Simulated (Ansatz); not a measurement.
# Cu2O: field gradients at two levels of theory

Cell: a COD entry, whose atoms a relaxation with PBE at fixed cell left in place.

Space group Pn-3m:1 (No. 224); a = 4.2685 Å.

```csv
site,Wyckoff,site symmetry,x,y,z
Cu,4b,.-3m,0.2500,0.2500,0.2500
O,2a,-43m,0.0000,0.0000,0.0000
```

One atom of each set is listed.

First run. The numbers come from a DFT calculation in Ansatz (PBE, plane waves and PAW, scalar-relativistic, 420 eV cutoff, Γ-centred 7×7×7 k-points, Fermi–Dirac smearing 0.02 eV).

```tsv
site	V_zz (10²¹ V/m²)	η
Cu	-5.19	0.00
```

Second run. The same atoms and settings, except that the functional is PBEsol.

Question: What does the second run give?

Answer: 

```tsv
site	V_zz	η	change of V_zz
Cu	-4.90	0.00	+0.29
```

The largest change of V_zz is on Cu, from -5.19 to -4.90. In per cent, |V_zz| changes by -6 on Cu (all sites that start above 0.5). Sites without a gradient aren't listed.

Semilocal functionals underestimate gradients at Cu(I) with two or three neighbours, in Cu₂O by a fifth to nearly a half.
For the second run: With a gap of 0.5 eV on this mesh, the gradients can still move by some per cent as the k-mesh gets denser.
